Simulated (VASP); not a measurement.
# BN (R3m) in VASP: phonons with PBEsol+D3(BJ)

Aim: the phonons of BN with PBEsol+D3(BJ).

All numbers are computed with VASP 6.6.1; they aren't measurements. Logs are shortened: lines on timing, memory, paths and dates and some standing lists are left out, and cuts for length are marked.

## 1. The crystal as given

Symmetry: R3m, No. 160, trigonal system. The conventional cell has a = 2.500 Å, b = 2.500 Å, c = 9.575 Å, α = 90.00°, β = 90.00°, γ = 120.00°. Around B (site symmetry 3m) lie 3 N at 1.44 Å. N (site symmetry 3m) is surrounded by 3 B at 1.44 Å.

The cell is a database's computed one.

## 2. Phonons, PBEsol+D3(BJ)

The input, INCAR:

```
SYSTEM = BN
PREC = Accurate
ENCUT = 520
EDIFF = 1E-8
ISMEAR = 0
SIGMA = 0.01
LREAL = .False.
LASPH = .True.
NELM = 100
ALGO = Normal
ISIF = 2
LWAVE = .False.
LCHARG = .True.
GGA = PS
IVDW = 12
NBANDS = 11
IBRION = 6
NFREE = 2
POTIM = 0.015
NSW = 1
```

The input, KPOINTS:

```
regular mesh
0
Gamma
  12 12 12
  0 0 0
```

The input, POSCAR:

```
BN
1.0
    1.2500348139      0.7217079363      3.1917105830
   -1.2500348139      0.7217079363      3.1917105830
    0.0000000000     -1.4434158727      3.1917105830
B N
1 1
Direct
    0.9997740531      0.9997740531      0.9997740531
    0.3326589469      0.3326589469      0.3326589469
```

Potentials or basis: VASP PAW PBE potentials, release 64 (B, N).

Command:

```console
$ cat potpaw_PBE.64/B/POTCAR potpaw_PBE.64/N/POTCAR > POTCAR
$ mpirun -np 1 vasp_std > vasp.out
```

OUTCAR:

```text
SYSTEM = BN
   PREC = Accurate
   ENCUT = 520
   EDIFF = 1E-8
   ISMEAR = 0
   LREAL = .False.
   LASPH = .True.
   NELM = 100
   ISIF = 2
   GGA = PS
   IVDW = 12
   IBRION = 6
   NFREE = 2
   POTIM = 0.015
   NSW = 1
 IVDW          = 12

 ion  position               nearest neighbor table
   1  1.000  1.000  1.000-   2 1.44   2 1.44   2 1.44
   2  0.333  0.333  0.333-   1 1.44   1 1.44   1 1.44

  LATTYP: Found a trigonal (rhomboedric) cell.
 ALAT       =     3.5029224694
 COS(alpha) =     0.7453092559

  Lattice vectors:

 A1 = (   1.2500348139,   0.7217079363,   3.1917105830)
 A2 = (  -1.2500348139,   0.7217079363,   3.1917105830)
 A3 = (   0.0000000000,  -1.4434158727,   3.1917105830)

Analysis of symmetry for initial positions (statically):
=====================================================================
 Subroutine PRICEL returns:
 Original cell was already a primitive cell.

 Routine SETGRP: Setting up the symmetry group for a
 trigonal (rhombohedral) supercell.

 Subroutine GETGRP returns: Found  6 space group operations
 (whereof  6 operations were pure point group operations)
 out of a pool of 12 trial point group operations.

The static configuration has the point symmetry C_3v.

Analysis of symmetry for dynamics (positions and initial velocities):
=====================================================================
 Subroutine PRICEL returns:
 Original cell was already a primitive cell.

 Routine SETGRP: Setting up the symmetry group for a
 trigonal (rhombohedral) supercell.

 Subroutine GETGRP returns: Found  6 space group operations
 (whereof  6 operations were pure point group operations)
 out of a pool of 12 trial point group operations.

The dynamic configuration has the point symmetry C_3v.

 Subroutine INISYM returns: Found  6 space group operations
 (whereof  6 operations are pure point group operations),
 and found     1 'primitive' translations

----------------------------------------------------------------------------------------

                                     Primitive cell

  volume of cell :      17.2766

  direct lattice vectors                    reciprocal lattice vectors
     1.250034814  0.721707936  3.191710583     0.399988860  0.230933676  0.104437205
    -1.250034814  0.721707936  3.191710583    -0.399988860  0.230933676  0.104437205
     0.000000000 -1.443415873  3.191710583     0.000000000 -0.461867352  0.104437205

  length of vectors
     3.502922469  3.502922469  3.502922469     0.473527803  0.473527803  0.473527803

  position of ions in fractional coordinates (direct lattice)
     0.999774053  0.999774053  0.999774053
     0.332658947  0.332658947  0.332658947

  ion indices of the primitive-cell ions
   primitive index   ion index
                 1           1
                 2           2

----------------------------------------------------------------------------------------

 KPOINTS: regular mesh

Automatic generation of k-mesh.
 Grid dimensions read from file:
 generate k-points for:   12   12   12

 Generating k-lattice:

  Cartesian coordinates                     Fractional coordinates (reciprocal lattice)
     0.033332405  0.019244473  0.008703100     0.083333333 -0.000000000  0.000000000
    -0.033332405  0.019244473  0.008703100    -0.000000000  0.083333333  0.000000000
     0.000000000 -0.038488946  0.008703100     0.000000000  0.000000000  0.083333333

  Length of vectors
     0.039460650  0.039460650  0.039460650

  Shift w.r.t. Gamma in fractional coordinates (k-lattice)
     0.000000000  0.000000000  0.000000000

 Subroutine IBZKPT returns following result:
 ===========================================

 Found    189 irreducible k-points:

 Following reciprocal coordinates:
            Coordinates               Weight
  0.000000  0.000000  0.000000      1.000000
  0.083333  0.000000 -0.000000      6.000000
  0.166667  0.000000 -0.000000      6.000000
  0.250000  0.000000 -0.000000      6.000000
  0.333333  0.000000 -0.000000      6.000000
  0.416667  0.000000 -0.000000      6.000000
[... 16 lines left out ...]
  0.500000  0.166667 -0.000000     12.000000
 -0.416667  0.166667  0.000000     12.000000
 [... further k-points ...]
   k-points           NKPTS =    189   k-points in BZ     NKDIM =    189   number of bands    NBANDS=     11
   number of dos      NEDOS =    301   number of ions     NIONS =      2
   total plane-waves  NPLWV =  21952
   dimension x,y,z NGX =    28 NGY =   28 NGZ =   28
   dimension x,y,z NGXF=    56 NGYF=   56 NGZF=   56
   ions per type =               1   1
   NGX,Y,Z   is equivalent  to a cutoff of  13.29, 13.29, 13.29 a.u.
   NGXF,Y,Z  is equivalent  to a cutoff of  26.58, 26.58, 26.58 a.u.
 SYSTEM =  BN
   PREC   = accura    normal or accurate (medium, high low for compatibility)
   ISTART =      0    job   : 0-new  1-cont  2-samecut
   ICHARG =      2    charge: 1-file 2-atom 10-const
   ISPIN  =      1    spin polarized calculation?
   LNONCOLLINEAR =      F non collinear calculations
   LSORBIT =      F    spin-orbit coupling
   LASPH  =      T    aspherical Exc in radial PAW
   ENCUT  =  520.0 eV  38.22 Ry    6.18 a.u.   6.51  6.51  6.51*2*pi/ulx,y,z
   NELM   =    100;   NELMIN=  2; NELMDL= -5     # of ELM steps
   EDIFF  = 0.1E-07   stopping-criterion for ELM
   LREAL  =      F    real-space projection
   EDIFFG = 0.1E-06   stopping-criterion for IOM
   NSW    =     61    number of steps for IOM
   IBRION =      6    ionic relax: 0-MD 1-quasi-New 2-CG
   NFREE  =      2    steps in history (QN), initial steepest desc. (CG)
   ISIF   =      2    stress and relaxation
   ISYM   =      2    0-nonsym 1-usesym 2-fastsym
   POTIM  = 0.0150    time-step for ionic-motion
   TEBEG  =    0.0;   TEEND  =   0.0 temperature during run
   PSTRESS=    0.0 pullay stress
   NELECT =       8.0000    total number of electrons
   NUPDOWN=      -1.0000    fix difference up-down
   EMIN   =  10.00;   EMAX   =-10.00  energy-range for DOS
   EFERMI =   0.00;   METHOD = LEGACY
   ISMEAR =     0;   SIGMA  =   0.01  broadening in eV -4-tet -1-fermi 0-gaus
   EFERMI_NEDOS =   21; number of points for ismear=-14 and -15
   IALGO  =     38    algorithm
   IMIX   =      4    mixing-type and parameters
     AMIX     =   0.40;   BMIX     =  1.00
     AMIX_MAG =   1.60;   BMIX_MAG =  1.00
  volume/ion in A,a.u.               =       8.64        58.29
  Fermi-wavevector in a.u.,A,eV,Ry     =   1.266539  2.393412 21.825406  1.604122
  Thomas-Fermi vector in A             =   2.399735
   LORBIT       =      0    0 simple, 1 ext, 2 COOP (PROOUT), +10 PAW based schemes
   GGA     = PS    functional components
   LHFCALC =     F    Hartree Fock is set to
   AEXX    =    0.0000 exact exchange contribution
   IVDW    =    12    specifies the selected vdW correction
   LEPSILON=     F    determine dielectric tensor
   LRPA    =     F    only Hartree local field effects (RPA)
 finite differences with symmetry
 non-spin polarized calculation
 Gauss-broadening in eV      SIGMA  =   0.01
  energy-cutoff  :      520.00
  volume of cell :       17.28
 maximum number of plane-waves:       478
 NGX is ok and might be reduce to    28
   NGX = 13   NGY = 13   NGZ = 13

--------------------------------------- Ionic step        1  -------------------------------------------

 number of electron       8.0000000 magnetization

 Free energy of the ion-electron system (eV)
  ---------------------------------------------------
  ext. energy  EPLUGINS =         0.00000000
  ---------------------------------------------------
  free energy    TOTEN  =       -18.27723445 eV

  energy without entropy =      -18.27723445  energy(sigma->0) =      -18.27723445

------------------------ aborting loop because EDIFF is reached ----------------------------------------

 Edisp (eV)   -0.21070

 E8    (eV) :    -0.1051
[... 311 lines left out ...]
--------------------------------------- Ionic step        9  -------------------------------------------

 number of electron       8.0000000 magnetization

 Free energy of the ion-electron system (eV)
  ---------------------------------------------------
  ext. energy  EPLUGINS =         0.00000000
  ---------------------------------------------------
  free energy    TOTEN  =       -18.27585356 eV

  energy without entropy =      -18.27585356  energy(sigma->0) =      -18.27585356

 E-fermi :   2.5790     XC(G=0): -10.5862

 val. band max:        2.5280573273   @ k =  -0.3333   0.2500   0.0000
 cond. band min:       6.5877473067   @ k =   0.5000   0.5000  -0.0000
 fundamental gap:      4.0596899795
 Fermi energy:         2.5789911796

 k-point     1 :       0.0000    0.0000    0.0000
  band No.  band energies     occupation
      1     -15.3091      2.00000
      2      -1.3680      2.00000
      3       1.2675      2.00000
      4       1.2675      2.00000
      5       7.8219      0.00000
      6      14.1898      0.00000
      7      14.1898      0.00000
      8      15.7390      0.00000
      9      17.5792      0.00000
     10      28.3651      0.00000
     11      31.3251      0.00000
[... 309 lines left out ...]
 k-point    24 :      -0.4167    0.1667    0.0000
  band No.  band energies     occupation
      1     -11.7668      2.00000
      2      -6.1407      2.00000
      3      -2.8755      2.00000
      4       2.2533      2.00000
      5       7.6728      0.00000
      6      14.0484      0.00000
      7      16.0831      0.00000
      8      16.9907      0.00000
      9      20.7434      0.00000
     10      23.8137      0.00000
     11      26.1585      0.00000

 [... further k-points ...]

------------------------ aborting loop because EDIFF is reached ----------------------------------------

 Edisp (eV)   -0.21069

 E8    (eV) :    -0.1051
[... 25 lines left out ...]
  FREE ENERGIE OF THE ION-ELECTRON SYSTEM (eV)
  ---------------------------------------------------
  free  energy   TOTEN  =       -18.4865482971 eV

  energy  without entropy=      -18.4865482971  energy(sigma->0) =      -18.48654830

 INTERNAL STRAIN TENSORS FROM DISPLACED ATOMS
 ============================================

 INTERNAL STRAIN TENSOR FOR ION    1 for displacements in x,y,z  (eV/Angst):
          X           Y           Z          XY          YZ          ZX
  --------------------------------------------------------------------------------
  x     0.00000     0.00000    -0.00000   -13.47989    -0.00000    -0.03804
  y   -13.47989    13.47989     0.00000     0.00000    -0.03804     0.00000
  z     0.13579     0.13579    -0.64957     0.00000     0.00000     0.00000

 INTERNAL STRAIN TENSOR FOR ION    2 for displacements in x,y,z  (eV/Angst):
          X           Y           Z          XY          YZ          ZX
  --------------------------------------------------------------------------------
  x     0.00000    -0.00000    -0.00000    13.47404    -0.00000     0.03817
  y    13.47404   -13.47404    -0.00000    -0.00000     0.03817     0.00000
  z    -0.13504    -0.13504     0.65446     0.00000    -0.00000     0.00000

 Eigenvectors and eigenvalues of the dynamical matrix
 ----------------------------------------------------

   1 f  =   41.115368 THz   258.335476 2PiTHz 1371.461051 cm-1   170.039422 meV
             X         Y         Z           dx          dy          dz
      0.000000 -0.000000  9.572968     0.000000   -0.751181    0.000000
      0.000000 -0.000000  3.185253    -0.000000    0.660096   -0.000000
[... 21 lines left out ...]
   6 f/i=    0.002175 THz     0.013664 2PiTHz    0.072540 cm-1     0.008994 meV
             X         Y         Z           dx          dy          dz
      0.000000 -0.000000  9.572968    -0.000000    0.000000   -0.660162
      0.000000 -0.000000  3.185253    -0.000000    0.000000   -0.751123

 ELASTIC MODULI CONTR FROM IONIC RELAXATION (kBar)
 Direction    XX          YY          ZZ          XY          YZ          ZX
 --------------------------------------------------------------------------------
 XX        -399.3155    399.0375      0.6693      0.0000     -1.1288      0.0000
 YY         399.0375   -399.3155      0.6693     -0.0000      1.1288     -0.0000
 ZZ           0.6693      0.6693     -3.2228      0.0000      0.0000      0.0000
 XY           0.0000     -0.0000      0.0000   -399.1765      0.0000     -1.1287
 YZ          -1.1288      1.1288      0.0000      0.0000     -0.0032      0.0000
 ZX           0.0000     -0.0000      0.0000     -1.1287      0.0000     -0.0032
 --------------------------------------------------------------------------------
```

It took 7.6 min on 1 thread of Intel Xeon 6975P-C (Granite Rapids), shared host; peak memory 0.44 GiB.

What came out:

* Highest phonon frequency at Γ, LO-TO splitting left out: 1371 cm⁻¹
* Dispersion energy per atom: -0.105 eV

Phonon frequencies in cm⁻¹ (negative: imaginary):
| q point | frequencies |
| --- | --- |
| (0.000, 0.000, 0.000) | 0 0 0 738 1371 1371 |
